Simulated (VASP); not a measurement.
**HfO2: band structure with PBE0**

HfO2:

```
Hf O
1.0
     0.00000    2.55750    2.55750
     2.55750    0.00000    2.55750
     2.55750    2.55750    0.00000
Hf O
1 2
Cartesian
  0.0000 0.0000 0.0000
  3.8363 3.8363 3.8363
  1.2788 1.2788 1.2788
```

Measurements of this composition are mostly on another form, of space group No. 14.

| Property | Result |
| --- | --- |
| Program | VASP 6.6.1 |
| Task | band structure |
| Functional | PBE0 |
| Potentials or basis | VASP PAW PBE potentials, release 64 (Hf_pv, O) |
| Cutoff | 520 eV |
| k mesh | 6 × 6 × 6 |
| Occupations | gaussian, width 0.02 eV |
| Spin | no spin polarisation |
| Ladder | gaps |
| Grid for exact exchange (PRECFOCK) | Fast |
| Exchange at q = 0 | truncated |
| Further INCAR settings | ALGO = Normal; EDIFF = 1e-06; NBANDS = 18 |

* Pressure: -13.2 GPa
* Band gap on the k mesh: 6.01 eV, direct
* Band gap along the path: 6.01 eV, direct

Levels at the corners of the path, in eV from the valence-band top:
```
point  band 9  band 10  band 11  band 12  band 13  band 14
    Γ   -0.66    -0.66    -0.66     6.14     6.14     7.89
    X   -1.62    -1.62     0.00     6.01     7.86     8.79
    X   -1.62    -1.62     0.00     6.01     7.86     8.79
    W   -2.76    -1.47    -0.22     7.08     7.49     9.25
    W   -2.76    -1.47    -0.22     7.08     7.49     9.25
    K   -2.37    -1.42    -0.35     6.55     7.77     9.10
    K   -2.37    -1.42    -0.35     6.55     7.77     9.10
    Γ   -0.66    -0.66    -0.66     6.14     6.14     7.89
    Γ   -0.66    -0.66    -0.66     6.14     6.14     7.89
    L   -2.91    -2.00    -2.00     6.89     6.89     9.16
    L   -2.91    -2.00    -2.00     6.89     6.89     9.16
    U   -2.37    -1.42    -0.35     6.55     7.77     9.10
    U   -2.37    -1.42    -0.35     6.55     7.77     9.10
    W   -2.76    -1.47    -0.22     7.08     7.49     9.25
    W   -2.76    -1.47    -0.22     7.08     7.49     9.25
    L   -2.91    -2.00    -2.00     6.89     6.89     9.16
    L   -2.91    -2.00    -2.00     6.89     6.89     9.16
    K   -2.37    -1.42    -0.35     6.55     7.77     9.10
    U   -2.37    -1.42    -0.35     6.55     7.77     9.10
    X   -1.62    -1.62     0.00     6.01     7.86     8.79
```

Run time: 28 min on 4 MPI ranks on Intel(R) Xeon(R) Platinum 8488C (Sapphire Rapids) (shared host), peak memory 0.23 GiB a rank.

Caveat: the PAW data sets were made with another functional, which shifts forces and pressure a little; spin-orbit coupling is left out, which moves the levels of the heavy elements.
